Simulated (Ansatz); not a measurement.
The system is CsPbCl3.

```
CELL_PARAMETERS angstrom
5.60500 0.00000 0.00000
0.00000 5.60500 0.00000
0.00000 0.00000 5.60500
ATOMIC_POSITIONS crystal
Pb 0.50000 0.50000 0.50000
Cs 0.00000 0.00000 0.00000
Cl 0.50000 0.00000 0.50000
Cl 0.00000 0.50000 0.50000
Cl 0.50000 0.50000 0.00000
```

Program: Ansatz 0.2.0. Alike in all runs: potentials or basis Ansatz PAW; no spin polarisation; cell as given; cutoff (eV) 420; smearing fermi-dirac 0.05 eV.

**Question.** Order these runs on this cell by their pressure, lowest first.
A. level PBE; k mesh 9 × 9 × 9
B. level RPBE; k mesh 5 × 5 × 5; points for each segment of the path 14
C. level LDA; k mesh 5 × 5 × 5; points for each segment of the path 14

**Answer.** C (-1.3 GPa), A (1.8 GPa), B (3.3 GPa).

Caveats: the PAW data sets come from PBE, with cores solved anew for the run's functional, which leaves a small shift of forces and pressure (some runs); the potentials were made for another functional, which shifts forces and pressure (some runs).

Not every run made on this cell is shown here.
